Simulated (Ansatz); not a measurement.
Runs of Ansatz 0.2.0 on MnAs. The structure is hexagonal, space group P6_3/mmc (No. 194). The conventional cell has a = 3.710 Å, b = 3.710 Å, c = 5.691 Å, α = 90.00°, β = 90.00°, γ = 120.00°. As (site symmetry -6m2) is surrounded by 6 Mn at 2.57 Å. Mn (site symmetry -3m) has 6 As at 2.57 Å and 2 Mn at 2.85 Å as nearest neighbours. 

| level | spin | k mesh | screening (1/Å) | share of exact exchange | mesh quality | gap on the mesh (eV) | pressure (GPa) | moment (μB) |
| --- | --- | --- | --- | --- | --- | --- | --- | --- |
| PBE | collinear, random start | 8 × 8 × 5 | - | - | not flagged | none | -3.5 | 6.28 |
| PBE | collinear, ferromagnetic start | 8 × 8 × 5 | - | - | not flagged | none | -3.5 | 6.28 |
| HSE06 form with a typed share of exact exchange | collinear, ferromagnetic start | 4 × 4 × 3 | 0.2 | 0.15 | coarse | none | 4.3 | (b) |
| HSE06 form with a typed share of exact exchange | collinear, ferromagnetic start | 4 × 4 × 3 | 0.2 | 0.2 | coarse | none | (a) | 7.71 |
| PBE | non-collinear, random start | 6 × 6 × 4 | - | - | not flagged | none | -3.7 | 6.25 |
| PBE | off | 8 × 8 × 5 | - | - | not flagged | none | -19.3 | - |

Alike in all rows: task single point; potentials or basis Ansatz PAW; cell as given; cutoff (eV) 420; smearing fermi-dirac 0.05 eV.

Problem. Fill in the values left out.

Solution. (a) 6.9; (b) 7.45.

Caveats: some runs use coarse meshes; the magnetic or orbital state may not be the lowest (some runs); the PAW data sets come from PBE, with cores solved anew for the run's functional, which leaves a small shift of forces and pressure (some runs); the thresholds are loose for stress (some runs); the starting moments weren't kept (some runs).

A k mesh can miss the band edges, and the runs leave out spin-orbit coupling on As.

A gap of «none» marks a metal or a gap under the smearing width.
